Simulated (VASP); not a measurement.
# C in VASP: further runs

Runs on C. Level: LDA. Tasks: single point.

All numbers are computed with VASP 6.6.1; they aren't measurements. Logs are shortened: lines on timing, memory, paths and dates and some standing lists are left out, and cuts for length are marked.

### Step 1. The slab as given

The cell holds a slab with vacuum, 8 atoms: a = 2.460 Å, b = 2.460 Å, c = 26.955 Å, α = 90.00°, β = 90.00°, γ = 120.00°.

The slab is cut from a database's or a generator's crystal, which needn't be the stable form of the element.

### Step 2. Single point, LDA

INCAR

```
SYSTEM = C
PREC = Accurate ; ENCUT = 460
EDIFF = 1E-7 ; ISMEAR = 1
SIGMA = 0.1 ; LREAL = .FALSE.
LASPH = .TRUE. ; NELM = 120
ALGO = Normal ; ISIF = 2
LWAVE = .FALSE. ; LCHARG = .FALSE.
LDIPOL = .TRUE. ; IDIPOL = 3
DIPOL = 0.5 0.5 0.500 ; NBANDS = 32
LVHAR = .TRUE. ; LVACPOTAV = .TRUE.
```

KPOINTS

```
Automatic mesh
0
G
  10 10 1
  0 0 0
```

POSCAR

```
C
1.0
    2.4599989204      0.0000000000      0.0000000000
   -1.2299994602      2.1304215583      0.0000000000
    0.0000000000      0.0000000000     26.9550000000
C
8
Direct
    0.6666666667      0.3333333333      0.1483954739
    0.3333333334      0.6666666667      0.1488091263
    0.6666666667      0.3333333333      0.4375384901
    0.3333333334      0.6666666667      0.4379521425
    0.3333333334      0.6666666667      0.5620478575
    0.0000000000      0.0000000000      0.5624615099
    0.3333333334      0.6666666667      0.8511908737
    0.0000000000      0.0000000000      0.8516045261
```

Potentials or basis: VASP PAW LDA potentials, release 64 (C).

Command:

```
$ cat potpaw_LDA.64/C/POTCAR > POTCAR
$ mpirun -np 1 vasp_std > vasp.out
```

OUTCAR:

```text
SYSTEM = C
   PREC = Accurate
   ENCUT = 460
   EDIFF = 1E-7
   ISMEAR = 1
   LREAL = .FALSE.
   LASPH = .TRUE.
   NELM = 120
   ISIF = 2

 Found     14 irreducible k-points:

 Following reciprocal coordinates:
            Coordinates               Weight
  0.000000  0.000000  0.000000      1.000000
  0.100000  0.000000  0.000000      6.000000
  0.200000  0.000000  0.000000      6.000000
  0.300000  0.000000  0.000000      6.000000
  0.400000  0.000000  0.000000      6.000000
  0.500000  0.000000  0.000000      3.000000
   k-points           NKPTS =     14   k-points in BZ     NKDIM =     14   number of bands    NBANDS=     32
   number of dos      NEDOS =    301   number of ions     NIONS =      8
   total plane-waves  NPLWV =  62208
   dimension x,y,z NGX =    18 NGY =   18 NGZ =  192
   dimension x,y,z NGXF=    36 NGYF=   36 NGZF=  384
   ions per type =               8
   NGX,Y,Z   is equivalent  to a cutoff of  12.16, 12.16, 11.84 a.u.
   NGXF,Y,Z  is equivalent  to a cutoff of  24.33, 24.33, 23.68 a.u.
 SYSTEM =  C
   PREC   = accura    normal or accurate (medium, high low for compatibility)
   ISTART =      0    job   : 0-new  1-cont  2-samecut
   ICHARG =      2    charge: 1-file 2-atom 10-const
   ISPIN  =      1    spin polarized calculation?
   LNONCOLLINEAR =      F non collinear calculations
   LSORBIT =      F    spin-orbit coupling
   LASPH  =      T    aspherical Exc in radial PAW
   ENCUT  =  460.0 eV  33.81 Ry    5.81 a.u.   4.30  4.30 47.14*2*pi/ulx,y,z
   NELM   =    120;   NELMIN=  2; NELMDL= -5     # of ELM steps
   EDIFF  = 0.1E-06   stopping-criterion for ELM
   LREAL  =      F    real-space projection
   EDIFFG = 0.1E-05   stopping-criterion for IOM
   NSW    =      0    number of steps for IOM
   IBRION =     -1    ionic relax: 0-MD 1-quasi-New 2-CG
   NFREE  =      0    steps in history (QN), initial steepest desc. (CG)
   ISIF   =      2    stress and relaxation
   ISYM   =      2    0-nonsym 1-usesym 2-fastsym
   POTIM  = 0.5000    time-step for ionic-motion
   TEBEG  =    0.0;   TEEND  =   0.0 temperature during run
   PSTRESS=    0.0 pullay stress
   NELECT =      32.0000    total number of electrons
   NUPDOWN=      -1.0000    fix difference up-down
   EMIN   =  10.00;   EMAX   =-10.00  energy-range for DOS
   EFERMI =   0.00;   METHOD = LEGACY
   ISMEAR =     1;   SIGMA  =   0.10  broadening in eV -4-tet -1-fermi 0-gaus
   EFERMI_NEDOS =   21; number of points for ismear=-14 and -15
   IALGO  =     38    algorithm
   IMIX   =      4    mixing-type and parameters
     AMIX     =   0.40;   BMIX     =  1.00
     AMIX_MAG =   1.60;   BMIX_MAG =  1.00
  volume/ion in A,a.u.               =      17.66       119.16
  Fermi-wavevector in a.u.,A,eV,Ry     =   0.997956  1.885864 13.550272  0.995917
  Thomas-Fermi vector in A             =   2.130147
   LORBIT       =      0    0 simple, 1 ext, 2 COOP (PROOUT), +10 PAW based schemes
   GGA     = CA    functional components
   LHFCALC =     F    Hartree Fock is set to
   AEXX    =    0.0000 exact exchange contribution
   IVDW    =     0    specifies the selected vdW correction
   LEPSILON=     F    determine dielectric tensor
   LRPA    =     F    only Hartree local field effects (RPA)
 non-spin polarized calculation
 Methfessel and Paxton  Order N= 1 SIGMA  =   0.10
  energy-cutoff  :      460.00
  volume of cell :      141.27
 maximum number of plane-waves:      3233
 NGX is ok and might be reduce to    18
   NGX =  9   NGY =  9   NGZ = 95

 dipolmoment           0.000000      0.000000     -0.000000 electrons x Angstroem

 number of electron      31.9999988 magnetization

 dipolmoment           0.000000      0.000000      0.000000 electrons x Angstroem

 Free energy of the ion-electron system (eV)
  ---------------------------------------------------
  ext. energy  EPLUGINS =         0.00000000
  ---------------------------------------------------
  free energy    TOTEN  =       -80.76322000 eV

  energy without entropy =      -80.76374346  energy(sigma->0) =      -80.76339449

 E-fermi :  -0.7274     XC(G=0):  -6.1646

 val. band max:       -0.8076859777   @ k =   0.3000   0.3000   0.0000
 cond. band min:       0.7994351188   @ k =   0.3000   0.3000   0.0000
 fundamental gap:      1.6071210966
 Fermi energy:        -0.7274227970

 k-point     1 :       0.0000    0.0000    0.0000
  band No.  band energies     occupation
      1     -19.4684      2.00000
      2     -19.3082      2.00000
      3     -19.2682      2.00000
      4     -19.2682      2.00000
      5      -8.2274      2.00000
      6      -7.6010      2.00000
[... 20 lines left out ...]
     27       8.2903      0.00000
     28       8.3950      0.00000

 k-point     2 :       0.1000    0.0000    0.0000
  band No.  band energies     occupation
      1     -19.2314      2.00000
      2     -19.0737      2.00000
      3     -19.0325      2.00000
      4     -19.0325      2.00000
      5      -7.9392      2.00000
      6      -7.3171      2.00000
[... 20 lines left out ...]
     27       8.4723      0.00000
     28       8.8682      0.00000

 k-point     3 :       0.2000    0.0000    0.0000
  band No.  band energies     occupation
      1     -18.5242      2.00000
      2     -18.3736      2.00000
      3     -18.3291      2.00000
      4     -18.3291      2.00000
      5      -7.0845      2.00000
      6      -6.4765      2.00000
[... 58 lines left out ...]
      3     -15.5867      2.00000
      4     -15.5867      2.00000
      5     -11.3012      2.00000
      6     -11.2180      2.00000
[... 20 lines left out ...]
     27       8.6234      0.00000
     28       9.4008      0.00000

 k-point     6 :       0.5000    0.0000    0.0000
  band No.  band energies     occupation
      1     -14.1178      2.00000
      2     -14.0585      2.00000
      3     -13.9671      2.00000
      4     -13.9670      2.00000
      5     -13.2433      2.00000
      6     -13.1982      2.00000
[... 20 lines left out ...]
     27      11.2943      0.00000
     28      11.3331      0.00000

 [... further k-points ...]

 [bands above 28 left out]

------------------------ aborting loop because EDIFF is reached ----------------------------------------

  FORCE on cell =-STRESS in cart. coord.  units (eV):
  Direction    XX          YY          ZZ          XY          YZ          ZX
  --------------------------------------------------------------------------------------
  -------------------------------------------------------------------------------------
  Total       -2.9647065     -2.9647065     -0.1801516      0.0000000      0.0000000      0.0000000
  in kB      -33.6242404    -33.6242404     -2.0431907      0.0000000      0.0000000      0.0000000
  external PRESSURE =     -23.0972238 kB  Pullay stress =       0.0000000 kB

 VOLUME and BASIS-vectors are now :
 -----------------------------------------------------------------------------
  energy-cutoff  :      460.00
  volume of cell :      141.27
      direct lattice vectors                 reciprocal lattice vectors
     2.459998920  0.000000000  0.000000000     0.406504243  0.234695334  0.000000000
    -1.229999460  2.130421558  0.000000000     0.000000000  0.469390669  0.000000000
     0.000000000  0.000000000 26.955000000     0.000000000  0.000000000  0.037098868

 POSITION                                       TOTAL-FORCE (eV/Angst)
 -----------------------------------------------------------------------------------
      1.23000      0.71014      4.00000        -0.000000      0.000000      0.198097
      0.00000      1.42028      4.01115        -0.000000      0.000000     -0.198064
      1.23000      0.71014     11.79385         0.000000      0.000000      0.190604
      0.00000      1.42028     11.80500         0.000000     -0.000000     -0.187777
      0.00000      1.42028     15.15000        -0.000000      0.000000      0.187777
      0.00000      0.00000     15.16115        -0.000000     -0.000000     -0.190604
      0.00000      1.42028     22.94385         0.000000     -0.000000      0.198064
      0.00000      0.00000     22.95500         0.000000     -0.000000     -0.198097
 -----------------------------------------------------------------------------------
    total drift:                               -0.000000     -0.000000     -0.000000

  FREE ENERGIE OF THE ION-ELECTRON SYSTEM (eV)
  ---------------------------------------------------
  free  energy   TOTEN  =       -80.7632200023 eV

  energy  without entropy=      -80.7637434600  energy(sigma->0) =      -80.76339449

 vacuum level on the upper side and lower side of the slab         4.609         4.609
```

Wall time 42 s (1 thread of AMD EPYC 9R45 (Zen 5), shared host); peak memory 0.16 GiB.

These settings aren't checked as converged: the numbers below hold their error.

Results:

```yaml
Free_energy: -80.7632 eV
Largest_force: 0.198 eV/Å
Band_gap_on_the_k_mesh: 1.61 eV, direct
Ionisation_potential_of_the_upper_face: 5.42 eV
```

Caveat: the cutoff is under 1.25 times the usual one of these potentials, so pressure, stress and relaxed cells hold a basis-set (Pulay) error.

### Step 3. Single point, LDA

This run uses another cell than the first one, of 15.04 Å³/atom, 0.852 times its volume.

INCAR is that of step 2.

KPOINTS

```
Automatic mesh
0
G
  15 15 1
  0 0 0
```

POSCAR

```
C
1.0
    2.4599989204      0.0000000000      0.0000000000
   -1.2299994602      2.1304215583      0.0000000000
    0.0000000000      0.0000000000     22.9550000000
C
8
Direct
    0.6666666667      0.3333333333      0.0871269876
    0.3333333334      0.6666666667      0.0876127205
    0.6666666667      0.3333333333      0.4266543237
    0.3333333334      0.6666666667      0.4271400566
    0.3333333334      0.6666666667      0.5728599434
    0.0000000000      0.0000000000      0.5733456763
    0.3333333334      0.6666666667      0.9123872795
    0.0000000000      0.0000000000      0.9128730124
```

Potentials or basis: VASP PAW LDA potentials, release 64 (C).

Command:

```
$ cat potpaw_LDA.64/C/POTCAR > POTCAR
$ mpirun -np 1 vasp_std > vasp.out
```

OUTCAR:

```text
SYSTEM = C
   PREC = Accurate
   ENCUT = 460
   EDIFF = 1E-7
   ISMEAR = 1
   LREAL = .FALSE.
   LASPH = .TRUE.
   NELM = 120
   ISIF = 2

 Found     27 irreducible k-points:

 Following reciprocal coordinates:
            Coordinates               Weight
  0.000000  0.000000  0.000000      1.000000
  0.066667 -0.000000  0.000000      6.000000
  0.133333  0.000000  0.000000      6.000000
  0.200000  0.000000  0.000000      6.000000
  0.266667  0.000000  0.000000      6.000000
  0.333333  0.000000  0.000000      6.000000
   k-points           NKPTS =     27   k-points in BZ     NKDIM =     27   number of bands    NBANDS=     32
[... 274 lines left out ...]
  Total       -2.8925673     -2.8925673     -0.3787621      0.0000000      0.0000000      0.0000000
  in kB      -38.5226617    -38.5226617     -5.0442814      0.0000000      0.0000000      0.0000000
  external PRESSURE =     -27.3632016 kB  Pullay stress =       0.0000000 kB

 VOLUME and BASIS-vectors are now :
 -----------------------------------------------------------------------------
  energy-cutoff  :      460.00
  volume of cell :      120.30
      direct lattice vectors                 reciprocal lattice vectors
     2.459998920  0.000000000  0.000000000     0.406504243  0.234695334  0.000000000
    -1.229999460  2.130421558  0.000000000     0.000000000  0.469390669  0.000000000
     0.000000000  0.000000000 22.955000000     0.000000000  0.000000000  0.043563494

 POSITION                                       TOTAL-FORCE (eV/Angst)
 -----------------------------------------------------------------------------------
      1.23000      0.71014      2.00000        -0.000000     -0.000000      0.179352
      0.00000      1.42028      2.01115         0.000000      0.000000     -0.220521
      1.23000      0.71014      9.79385         0.000000      0.000000      0.189608
      0.00000      1.42028      9.80500         0.000000      0.000000     -0.177271
      0.00000      1.42028     13.15000         0.000000      0.000000      0.177271
      0.00000      0.00000     13.16115        -0.000000      0.000000     -0.189608
      0.00000      1.42028     20.94385        -0.000000     -0.000000      0.220521
      0.00000      0.00000     20.95500         0.000000      0.000000     -0.179352
 -----------------------------------------------------------------------------------
    total drift:                               -0.000000     -0.000000     -0.000000

  FREE ENERGIE OF THE ION-ELECTRON SYSTEM (eV)
  ---------------------------------------------------
  free  energy   TOTEN  =       -80.7626697584 eV

  energy  without entropy=      -80.7618715479  energy(sigma->0) =      -80.76240369
```

Run time: 67 s. Hardware: 1 thread of AMD EPYC 9R45 (Zen 5), shared host; peak memory 0.17 GiB.

These settings aren't checked as converged: the numbers below hold their error.

What came out:

```yaml
Free_energy: -80.7627 eV
Largest_force: 0.221 eV/Å
Band_gap_on_the_k_mesh: 0.00 eV, direct
```

Caveat: the cutoff is under 1.25 times the usual one of these potentials, so pressure, stress and relaxed cells hold a basis-set (Pulay) error.

### Step 4. Single point, LDA

This run uses another cell than the first one, of 20.28 Å³/atom, 1.148 times its volume.

INCAR is that of step 3.

KPOINTS

```
Automatic mesh
0
G
  10 10 1
  0 0 0
```

POSCAR

```
C
1.0
    2.4599989204      0.0000000000      0.0000000000
   -1.2299994602      2.1304215583      0.0000000000
    0.0000000000      0.0000000000     30.9550000000
C
8
Direct
    0.6666666667      0.3333333333      0.1938297529
    0.3333333334      0.6666666667      0.1941899532
    0.6666666667      0.3333333333      0.4456097561
    0.3333333334      0.6666666667      0.4459699564
    0.3333333334      0.6666666667      0.5540300436
    0.0000000000      0.0000000000      0.5543902439
    0.3333333334      0.6666666667      0.8058100468
    0.0000000000      0.0000000000      0.8061702471
```

Command:

```
$ cat potpaw_LDA.64/C/POTCAR > POTCAR
$ mpirun -np 1 vasp_std > vasp.out
```

It took 50 s on 1 thread of AMD EPYC 9R45 (Zen 5), shared host; peak memory 0.18 GiB.

The run converged, but some of its settings lie outside the range that counts as converged, so its numbers aren't taken as properties of the slab.

What came out:

* Free energy: -80.7635 eV
* Largest force: 0.198 eV/Å
* Band gap on the k mesh: 1.61 eV, direct
* Ionisation potential of the upper face: 5.32 eV

Caveat: the cutoff is under 1.25 times the usual one of these potentials, so pressure, stress and relaxed cells hold a basis-set (Pulay) error.

### Step 5. Single point, LDA

This run uses another cell than the first one, of 18.97 Å³/atom, 1.074 times its volume.

INCAR

```
SYSTEM = C
PREC = Accurate ; ENCUT = 460
EDIFF = 1E-7 ; ISMEAR = 1
SIGMA = 0.1 ; LREAL = .FALSE.
LASPH = .TRUE. ; NELM = 120
ALGO = Normal ; ISIF = 2
LWAVE = .FALSE. ; LCHARG = .FALSE.
NBANDS = 32 ; LVHAR = .TRUE.
LVACPOTAV = .TRUE. ; IDIPOL = 3
```

KPOINTS

```
Automatic mesh
0
G
  12 12 1
  0 0 0
```

POSCAR

```
C
1.0
    2.4599989204      0.0000000000      0.0000000000
   -1.2299994602      2.1304215583      0.0000000000
    0.0000000000      0.0000000000     28.9550000000
C
8
Direct
    0.6666666667      0.3333333333      0.1726817475
    0.3333333334      0.6666666667      0.1730668278
    0.6666666667      0.3333333333      0.4418528752
    0.3333333334      0.6666666667      0.4422379554
    0.3333333334      0.6666666667      0.5577620446
    0.0000000000      0.0000000000      0.5581471248
    0.3333333334      0.6666666667      0.8269331722
    0.0000000000      0.0000000000      0.8273182525
```

Command:

```
$ cat potpaw_LDA.64/C/POTCAR > POTCAR
$ mpirun -np 1 vasp_std > vasp.out
```

Run time: 76 s. Hardware: 1 thread of AMD EPYC 9R45 (Zen 5), shared host; peak memory 0.18 GiB.

These settings aren't checked as converged: the numbers below hold their error.

Results:

| Property | Result |
| --- | --- |
| Free energy | -80.7277 eV |
| Largest force | 0.198 eV/Å |
| Band gap on the k mesh | none (metal or under the smearing width) |

Caveat: the cutoff is under 1.25 times the usual one of these potentials, so pressure, stress and relaxed cells hold a basis-set (Pulay) error.

### Step 6. Single point, LDA

This run uses another cell than the first one, of 20.28 Å³/atom, 1.148 times its volume.

INCAR

```
SYSTEM = C
PREC = Accurate ; ENCUT = 460
EDIFF = 1E-7 ; ISMEAR = 1
SIGMA = 0.2 ; LREAL = .FALSE.
LASPH = .TRUE. ; NELM = 120
ALGO = Normal ; ISIF = 2
LWAVE = .FALSE. ; LCHARG = .FALSE.
LDIPOL = .TRUE. ; IDIPOL = 3
DIPOL = 0.5 0.5 0.500 ; NBANDS = 32
LVHAR = .TRUE. ; LVACPOTAV = .TRUE.
```

KPOINTS is that of step 5.

POSCAR

```
C
1.0
    2.4599989204      0.0000000000      0.0000000000
   -1.2299994602      2.1304215583      0.0000000000
    0.0000000000      0.0000000000     30.9550000000
C
8
Direct
    0.6666666667      0.3333333333      0.1938297529
    0.3333333334      0.6666666667      0.1941899532
    0.6666666667      0.3333333333      0.4456097561
    0.3333333334      0.6666666667      0.4459699564
    0.3333333334      0.6666666667      0.5540300436
    0.0000000000      0.0000000000      0.5543902439
    0.3333333334      0.6666666667      0.8058100468
    0.0000000000      0.0000000000      0.8061702471
```

Potentials or basis: VASP PAW LDA potentials, release 64 (C).

Command:

```
$ cat potpaw_LDA.64/C/POTCAR > POTCAR
$ mpirun -np 1 vasp_std > vasp.out
```

It took 70 s on 1 thread of AMD EPYC 9R45 (Zen 5), shared host; peak memory 0.19 GiB.

These settings aren't checked as converged: the numbers below hold their error.

Results:

```
Free energy                     : -80.7302 eV
Largest force                   : 0.198 eV/Å
Band gap on the k mesh          : none (metal or under the smearing width)
Work function of the upper face : 4.53 eV
Work function of the lower face : 4.53 eV
```

Caveat: the cutoff is under 1.25 times the usual one of these potentials, so pressure, stress and relaxed cells hold a basis-set (Pulay) error.
